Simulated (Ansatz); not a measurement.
Level of theory: DFT PBE, scalar-relativistic, plane waves, PAW (Ansatz). Settings: cutoff 420 eV, Γ-centred meshes spaced at most about 0.3 Å⁻¹, and about 0.25 Å⁻¹ or finer for metals (2π included), Gaussian smearing. No spin polarisation.

Each guess is relaxed in cell and atoms at zero pressure, on a coarse mesh first where it starts far from rest and then on a converged one. The steps can't lower the symmetry of the start, but it can rise. Energies are static (0 K, no zero-point motion).

Two unrelaxed guesses for Al7Cu:

A.

```cif
data_structure
_symmetry_space_group_name_H-M 'Fm-3m'
_symmetry_Int_Tables_number 225
_cell_length_a 7.7961
_cell_length_b 7.7961
_cell_length_c 7.7961
_cell_angle_alpha 90.000
_cell_angle_beta 90.000
_cell_angle_gamma 90.000
_cell_volume 473.83
loop_
_atom_site_label
_atom_site_type_symbol
_atom_site_symmetry_multiplicity
_atom_site_Wyckoff_symbol
_atom_site_fract_x
_atom_site_fract_y
_atom_site_fract_z
_atom_site_occupancy
Al1 Al 24 d 0.00000 0.75000 0.75000 1
Al2 Al 4 a 0.00000 0.00000 0.00000 1
Cu1 Cu 4 b 0.50000 0.00000 0.00000 1
```

B.

```cif
data_structure
_symmetry_space_group_name_H-M 'P-43m'
_symmetry_Int_Tables_number 215
_cell_length_a 5.4136
_cell_length_b 5.4136
_cell_length_c 5.4136
_cell_angle_alpha 90.000
_cell_angle_beta 90.000
_cell_angle_gamma 90.000
_cell_volume 158.66
loop_
_atom_site_label
_atom_site_type_symbol
_atom_site_symmetry_multiplicity
_atom_site_Wyckoff_symbol
_atom_site_fract_x
_atom_site_fract_y
_atom_site_fract_z
_atom_site_occupancy
Al1 Al 4 e 0.25262 0.25262 0.25262 1
Al2 Al 3 c 0.00000 0.50000 0.50000 1
Cu1 Cu 1 a 0.00000 0.00000 0.00000 1
```

Question: Where do they end, and which end is lower?

Answer: A ends lower, by 0.72 eV/atom. A: Fm-3m at 14.8 Å³/atom → Fm-3m at 15.8 Å³/atom; B: P-43m at 19.8 Å³/atom → P-43m at 25.8 Å³/atom. Counting all near atoms (those within 1.25 times the shortest distance at each site; a plus sign parts nearer from farther groups; a slash parts the counts of unlike sites), the end of A has Al 12, Cu 12 and the end of B has Al 1+3/4, Cu 4. End of A. Conventional cell: a = 7.960 Å. Around Al on a site of symmetry mmm lie 10 Al at 2.81 Å and 2 Cu at 2.81 Å; around Al on a site of symmetry m-3m lie 12 Al at 2.81 Å; Cu has 12 Al at 2.81 Å. End of B. Conventional cell: a = 5.912 Å. Around Al on a site of symmetry 3m lie 1 Cu at 2.35 Å and 3 Al at 2.64 Å; Al on a site of symmetry -42m has 4 Al at 2.64 Å; around Cu lie 4 Al at 2.35 Å.

Cells without such a test can be saddle points. Shaken at random and relaxed again, the end of A came back.
